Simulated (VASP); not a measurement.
Input of a VASP 6.6.1 run:

The input INCAR:

```
SYSTEM = KF
  PREC = Accurate
  ENCUT = 600
  EDIFF = 1E-8
  ISMEAR = -5
  SIGMA = 0.05
  LREAL = .FALSE.
  LASPH = .TRUE.
  NELM = 80
  ALGO = Normal
  ISIF = 2
  LWAVE = .FALSE.
  LCHARG = .FALSE.
  GGA = RE
  IVDW = 11
  LEFG = .TRUE.
```

Contents of KF.cif:

```cif
data_KF
_cell_length_a 3.25895500
_cell_length_b 3.25895500
_cell_length_c 3.25895500
_cell_angle_alpha 90.00000000
_cell_angle_beta 90.00000000
_cell_angle_gamma 90.00000000
_space_group_name_H-M_alt 'Pm-3m'
_space_group_name_Hall '-P 4 2 3'
_space_group_IT_number 221
loop_
_space_group_symop_operation_xyz
'x,y,z'
'-x,-y,-z'
'-y,x,z'
'y,-x,-z'
'-x,-y,z'
'x,y,-z'
'y,-x,z'
'-y,x,-z'
'x,-y,-z'
'-x,y,z'
'-y,-x,-z'
'y,x,z'
'-x,y,-z'
'x,-y,z'
'y,x,-z'
'-y,-x,z'
'z,x,y'
'-z,-x,-y'
'z,-y,x'
'-z,y,-x'
'z,-x,-y'
'-z,x,y'
'z,y,-x'
'-z,-y,x'
'-z,x,-y'
'z,-x,y'
'-z,-y,-x'
'z,y,x'
'-z,-x,y'
'z,x,-y'
'-z,y,x'
'z,-y,-x'
'y,z,x'
'-y,-z,-x'
'x,z,-y'
'-x,-z,y'
'-y,z,-x'
'y,-z,x'
'-x,z,y'
'x,-z,-y'
'-y,-z,x'
'y,z,-x'
'-x,-z,-y'
'x,z,y'
'y,-z,-x'
'-y,z,x'
'x,-z,y'
'-x,z,-y'
loop_
_atom_site_label
_atom_site_type_symbol
_atom_site_symmetry_multiplicity
_atom_site_Wyckoff_symbol
_atom_site_fract_x
_atom_site_fract_y
_atom_site_fract_z
_atom_site_occupancy
K1 K 1 a 0.0000000000 0.0000000000 0.0000000000 1
F1 F 1 b 0.5000000000 0.5000000000 0.5000000000 1
```

The input KPOINTS:

```
regular mesh
0
G
  8 8 8
  0 0 0
```

File POSCAR:

```
K  F 
 1.0000000000000000
     3.2589549999999998    0.0000000000000000    0.0000000000000000
     0.0000000000000000    3.2589549999999998    0.0000000000000000
     0.0000000000000000    0.0000000000000000    3.2589549999999998
 K   F  
   1   1
Cartesian
  0.0000000000000000  0.0000000000000000  0.0000000000000000
  1.6294774999999999  1.6294774999999999  1.6294774999999999
```

Potentials or basis: VASP PAW PBE potentials, release 64 (K_sv_GW, F_GW).

The run is started by

```console
$ ase convert -i cif -o vasp KF.cif POSCAR
$ cat potpaw_PBE.64/K_sv_GW/POTCAR potpaw_PBE.64/F_GW/POTCAR > POTCAR
$ mpirun -np 1 vasp_std > vasp.out
```

**Question.** Predict the dispersion energy per atom.

**Answer.** -0.362 eV.

**Question.** Estimate the band gap on the k mesh.

**Answer.** 6.52 eV, indirect (least direct gap 6.57 eV).

Electric field gradients, principal values (V/Å²):
| atom | Vxx | Vyy | Vzz |
| --- | --- | --- | --- |
| 1 K | 0.000 | 0.000 | 0.000 |
| 2 F | 0.000 | 0.000 | 0.000 |

 A k mesh can miss the band edges.
